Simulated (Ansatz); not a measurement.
This is a field-response calculation (clamped ions) with Ansatz 0.2.0 on rutile SiO₂; the level of theory is PBE. The cell was relaxed beforehand with r2SCAN.

Input (YAML):
```yaml
crystal:
  lattice:
    - [4.1851888049, 0.0, 0.0]
    - [0.0, 4.1851888049, 0.0]
    - [0.0, 0.0, 2.6688398925]
  atoms:
    - { symbol: Si, position: [0.0, 0.0, 0.0] }
    - { symbol: Si, position: [0.5, 0.5, 0.5] }
    - { symbol: O, position: [0.3061010091, 0.3061010091, 0.0] }
    - { symbol: O, position: [0.1938989909, 0.8061010091, 0.5] }
    - { symbol: O, position: [0.8061010091, 0.1938989909, 0.5] }
    - { symbol: O, position: [0.6938989909, 0.6938989909, 0.0] }
kpoints:
  mp_grid: { grid: [6, 6, 8] }
hamiltonian:
  xc: pbe
scf:
  occupations: { method: fixed }
dielectric: {}
```

Command: `ansatz run input.yaml --threads 4 --pin off --max-ram 7372MiB --backend cpu --events-out ev --progress --plain --runs-dir out`. Wall time 20 s on 4 threads of Intel(R) Xeon(R) Platinum 8259CL CPU @ 2.50GHz (Skylake/Cascade Lake), on a shared host, load about 0.5 per core; peak host memory 0.75 GiB.

Problem. What does the program print?

Solution. Output, abridged:
```
Functional definition: PBE
  parameter kappa = 0.804
  parameter beta = 0.06672455060314922
  exchange = pbe_x(kappa = kappa, mu = beta*pi^2/3)
  correlation = pbe_c(beta = beta)
Crystal: 6 atoms, lattice volume = 46.747 Å³
Basis set: ecut = 420 eV, 913 PW (Γ)
Bands: 22, of which v1, the nominal top of the filled ones, is band 16 counted from 1 (15 counted from 0)
Symmetry: 16 space group operations
k-points: 104 of 288 (irreducible under 2 space group operations, time reversal used)
SCF converged after 8 iterations
Free energy (F): -3546.975570 eV
Fermi energy:    10.527623 eV
--- Band table (eV; the first three rows and the last of 104) ---
  k-point 0: bands = […, 7.4138, 7.4138, 8.0226, 9.6504, 9.6504, 10.5276, 16.0832, 17.2509, 19.0435, 19.0435, …]
  k-point 1: bands = […, 6.7277, 6.7277, 7.3024, 9.4995, 9.4995, 10.3409, 16.8127, 18.3362, 19.9294, 19.9294, …]
  k-point 2: bands = […, 5.3346, 5.3346, 6.1302, 9.0231, 9.0231, 9.7457, 17.9779, 20.3700, 20.7370, 21.7943, …]
  k-point 103: bands = […, 6.0688, 6.0688, 8.7698, 8.7698, 8.9817, 8.9817, 17.6956, 17.6956, 21.5364, 21.5364, …]
--- Dielectric response (ions clamped): 3 representative field directions + reference, inside a basis on a mesh of 288 k-points ---
  ε∞ (high-frequency dielectric tensor):
        3.379017     0.000000     0.000000
        0.000000     3.379017     0.000000
        0.000000     0.000000     3.554607
  Born effective charges Z* (e; rows j = field, columns β = displacement):
    site 0:
         3.82287    0.38418    0.00000
         0.38418    3.82287    0.00000
         0.00000    0.00000    4.07752
    site 1:
         3.82287   -0.38418    0.00000
        -0.38418    3.82287    0.00000
         0.00000    0.00000    4.07752
    site 2:
        -1.91144   -0.58990    0.00000
        -0.58990   -1.91144    0.00000
         0.00000    0.00000   -2.03876
    site 3:
        -1.91144    0.58990    0.00000
         0.58990   -1.91144    0.00000
         0.00000    0.00000   -2.03876
    site 4:
        -1.91144    0.58990    0.00000
         0.58990   -1.91144    0.00000
         0.00000    0.00000   -2.03876
    site 5:
        -1.91144   -0.58990    0.00000
        -0.58990   -1.91144    0.00000
         0.00000    0.00000   -2.03876
  ε∞ is read to err by 8.7e-3, Z* by 1.5e-2 e
```
The trailing digits, and the zero of the energies, depend on the potentials and thresholds.

The rows of the band table are 0: (0, 0, 0) = Γ, 1: (0, 0, 1/8), 2: (0, 0, 1/4), 103: (-1/2, -1/2, -1/2) = A.

The electronic dielectric tensor ε∞ is 3.38 along x and y, 3.55 along z. Born charges, averaged over directions: Si +3.91, O -1.95 e.

No spin polarisation and no zero-point or thermal motion.
